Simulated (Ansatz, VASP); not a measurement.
# Two plane-wave programs on BaTe

File INCAR:

```
ALGO = Normal
EDIFF = 1E-6
ENCUT = 520
GGA = PE
ISIF = 2
ISMEAR = 0
LASPH = T
LCHARG = F
LREAL = F
LWAVE = F
NBANDS = 15
NELM = 80
PREC = Accurate
SIGMA = 0.05
```

Contents of KPOINTS:

```
k-points
0
Gamma
  8 8 8
```

File POSCAR:

```
BaTe
1.0
    0.0000000000      3.4100000000      3.4100000000
    3.4100000000      0.0000000000      3.4100000000
    3.4100000000      3.4100000000      0.0000000000
Ba Te
1 1
Direct
    0.0000000000      0.0000000000      0.0000000000
    0.5000000000      0.5000000000      0.5000000000
```

Input for Ansatz:

```yaml
crystal:
  lattice:
    - [0.0, 3.41, 3.41]
    - [3.41, 0.0, 3.41]
    - [3.41, 3.41, 0.0]
  atoms:
    - { symbol: Ba, position: [0.0, 0.0, 0.0] }
    - { symbol: Te, position: [0.5, 0.5, 0.5] }
basis:
  ecutwfc: 420
kpoints:
  mp_grid: { grid: [8, 8, 8] }
hamiltonian:
  xc: pbe
scf:
  occupations: { method: gaussian, width: 0.05 }
output:
  forces: true
  stress: true
  eigenvalues: true
```

Alike in both runs: task single point; functional PBE; k mesh 8 × 8 × 8; occupations gaussian, width 0.05 eV; no spin polarisation.

```csv
,VASP,Ansatz
version,VASP 6.6.1,Ansatz 0.2.0
potentials or method,"VASP PAW PBE potentials, release 64 (Ba_sv, Te)","scalar-relativistic, plane waves, PAW"
plane-wave cutoff (eV),520,420
valence electrons in the cell,16,26
```

|  | VASP | Ansatz | Ansatz less VASP |
| --- | --- | --- | --- |
| gap on the k mesh at the Fermi level (eV) | 1.33 | 1.43 | +0.100 |
| least direct gap on the mesh (eV) | 1.71 | 1.77 | +0.061 |
| pressure (GPa) | 4.2 | 3.8 | -0.43 |

The two sets of potentials don't hold the same shells in valence.

Caveats: spin-orbit coupling is left out, which moves the levels of the heavy elements. A hybrid or GW would open this gap; PBE tends to underestimate it. A k mesh can miss the band edges.
